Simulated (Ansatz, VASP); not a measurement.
**Ta in VASP and in Ansatz**

```
Ta
1.0
    -1.66072    1.66072    1.66072
     1.66072   -1.66072    1.66072
     1.66072    1.66072   -1.66072
Ta
1
Direct
  0.00000 0.00000 0.00000
```

Alike in both runs: task relaxation of cell and atoms; functional PBE; k mesh 18 × 18 × 18; occupations fermi-dirac, width 0.08 eV; no spin polarisation.

|  | VASP | Ansatz |
| --- | --- | --- |
| version | VASP 6.6.1 | Ansatz 0.2.0 |
| potentials or method | VASP PAW PBE potentials, release 64 (Ta_pv) | PAW with Ansatz's default frozen-core files, scalar-relativistic |
| plane-wave cutoff (eV) | 600 | 420 |
| valence electrons in the cell | 11 | 13 |

```tsv
	VASP	Ansatz	Ansatz less VASP
relaxed volume (Å³/atom)	18.30	18.29	-0.011
relaxed cell length with the largest relative difference (Å)	2.875	2.875	-0.0006
```

The two sets of potentials don't hold the same shells in valence.

Spin-orbit coupling is left out, which matters for the levels of Ta.
